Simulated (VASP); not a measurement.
# SnTe: molecular dynamics at constant energy

SnTe, Pm-3m (no. 221), 8 atoms in the cell. PBE, molecular dynamics; PAW potentials Te, Sn (PBE set).

Ensemble: NVE; Starting temperature (K): 600.

## Input

INCAR:
```
GGA      = PE             # functional
PREC     = Normal         # precision mode
ENCUT    = 200            # plane-wave cutoff, eV
EDIFF    = 1E-6           # SCF threshold, eV
NELMIN   = 4            
NELM     = 60             # most SCF steps
ALGO     = Normal         # electronic algorithm
LREAL    = Auto         
LASPH    = True           # aspherical terms in the spheres
ISMEAR   = 0              # smearing method
SIGMA    = 0.05           # smearing width, eV
ISYM     = 0            
LWAVE    = False          # write WAVECAR
LCHARG   = False          # write CHGCAR
IBRION   = 0              # ionic algorithm
NSW      = 60             # ionic steps
POTIM    = 4.0            # step
TEBEG    = 600          
ISIF     = 2              # what is computed and relaxed
RANDOM_SEED= 333898 0 0   
MDALGO   = 1            
ANDERSEN_PROB= 0.0          
KPAR     = 2             
```

KPOINTS:
```
k-points
0
Gamma
  3 3 1
```

POSCAR:
```
SnTe
1.0
    3.9047000000      0.0000000000      0.0000000000
    0.0000000000      3.9047000000      0.0000000000
    0.0000000000      0.0000000000     15.6188000000
Te Sn
4 4
Direct
    0.5000000000      0.5000000000      0.1250000000
    0.5000000000      0.5000000000      0.3750000000
    0.5000000000      0.5000000000      0.6250000000
    0.5000000000      0.5000000000      0.8750000000
    0.0000000000      0.0000000000      0.0000000000
    0.0000000000      0.0000000000      0.2500000000
    0.0000000000      0.0000000000      0.5000000000
    0.0000000000      0.0000000000      0.7500000000
```

Commands:
```
cat potpaw_PBE.64/Te/POTCAR potpaw_PBE.64/Sn/POTCAR > POTCAR
mpirun -np 2 vasp_std > vasp.out
```

## Result

- Rise of the mean potential energy above the start (meV/atom): 25.4
- Mean temperature (K): 375
- Electronic steps per ionic step after the first: 4.3

Course of the run:

| Time (fs) | Temperature (K) | Potential energy less the first (meV/atom) |
|---|---|---|
| 4 | 600 | 0.0 |
| 24 | 590 | 1.2 |
| 40 | 563 | 4.2 |
| 60 | 509 | 10.3 |
| 76 | 448 | 17.2 |
| 96 | 352 | 28.0 |
| 112 | 274 | 36.9 |
| 132 | 204 | 44.8 |
| 148 | 185 | 46.9 |
| 168 | 209 | 44.2 |
| 184 | 255 | 39.0 |
| 204 | 329 | 30.6 |
| 220 | 391 | 23.6 |
| 240 | 448 | 17.1 |

The mean temperature lies below the starting 600 K, since the atoms start on their sites and part of their kinetic energy turns into potential energy.

REPORT:
```
MDALGO =   1
         ANDERSEN_PROB =  0.00000000
               SCALING =       0
                 CNEXP =     9.000   14.000
           RANDOM_SEED =            333898                0                0

   original number of atomic DOF:         21
   number of independent constraints:      0
   number of active DOF:                  21

========================================
         MD step No.       1
========================================

  Atomic velocities initialized by STEP_tb

  >Energies
                    E_tot             E_pot             E_kin               EPS                ES
   e_b>   -0.27559847E+02   -0.28102742E+02    0.54289509E+00    0.00000000E+00    0.00000000E+00

  >Temperature
               T_sim     T_inst
   tmprt>    600.000    600.000

  >Thermostat, num. of collisions:                0

           RANDOM_SEED =            333898               96                0

[... steps left out ...]

========================================
         MD step No.      60
========================================

  >Energies
                    E_tot             E_pot             E_kin               EPS                ES
   e_b>   -0.27559890E+02   -0.27965699E+02    0.40580940E+00    0.00000000E+00    0.00000000E+00

  >Temperature
               T_sim     T_inst
   tmprt>    600.000    448.495

  >Thermostat, num. of collisions:                0

           RANDOM_SEED =            333898             2928                0
```

OSZICAR:
```
N       E                     dE             d eps       ncg     rms          rms(c)
DAV:   1     0.997108029766E+02    0.99711E+02   -0.83297E+03   250   0.587E+02
DAV:   2    -0.182758230612E+02   -0.11799E+03   -0.11520E+03   298   0.127E+02
DAV:   3    -0.282378899300E+02   -0.99621E+01   -0.97515E+01   338   0.377E+01
DAV:   4    -0.284274894601E+02   -0.18960E+00   -0.18918E+00   338   0.620E+00
DAV:   5    -0.284318719963E+02   -0.43825E-02   -0.43807E-02   356   0.838E-01    0.900E+00
DAV:   6    -0.281145347657E+02    0.31734E+00   -0.81168E-01   306   0.289E+00    0.592E+00
DAV:   7    -0.281135690295E+02    0.96574E-03   -0.33526E-01   346   0.200E+00    0.498E-01
DAV:   8    -0.281021914878E+02    0.11378E-01   -0.68406E-02   348   0.906E-01    0.568E-01
DAV:   9    -0.281024714183E+02   -0.27993E-03   -0.28493E-03   276   0.222E-01    0.390E-01
DAV:  10    -0.281027798349E+02   -0.30842E-03   -0.23219E-03   356   0.166E-01    0.376E-01
DAV:  11    -0.281028201818E+02   -0.40347E-04   -0.12605E-03   364   0.126E-01    0.349E-01
DAV:  12    -0.281027425848E+02    0.77597E-04   -0.38993E-04   380   0.757E-02    0.290E-01
[... left out ...]
     58 T=   429. E= -.27559958E+02 F= -.27948539E+02 E0= -.27943307E+02  EK= 0.38858E+00 SP= 0.00E+00 SK= 0.00E+00
     59 T=   440. E= -.27559951E+02 F= -.27957882E+02 E0= -.27952748E+02  EK= 0.39793E+00 SP= 0.00E+00 SK= 0.00E+00
[... last step whole ...]
       N       E                     dE             d eps       ncg     rms          rms(c)
DAV:   1    -0.279656994432E+02   -0.78176E-02   -0.13129E-02   152   0.102E+00    0.310E-03
DAV:   2    -0.279656995128E+02   -0.69584E-07   -0.19623E-05   330   0.150E-02    0.296E-03
DAV:   3    -0.279656992956E+02    0.21718E-06   -0.31646E-06   234   0.704E-03    0.215E-03
DAV:   4    -0.279656992727E+02    0.22874E-07   -0.21619E-07   158   0.236E-03
     60 T=   448. E= -.27559890E+02 F= -.27965699E+02 E0= -.27960687E+02  EK= 0.40581E+00 SP= 0.00E+00 SK= 0.00E+00
```

Limits: 240 fs of 8 atoms are too short for converged averages; the cell is only 3.9 Å across, so each atom moves in step with near copies of itself.

VASP 6.6.1 took 239 s on 2 cores (Intel Xeon Platinum 8375C @ 2.90GHz (Ice Lake)), a shared host.
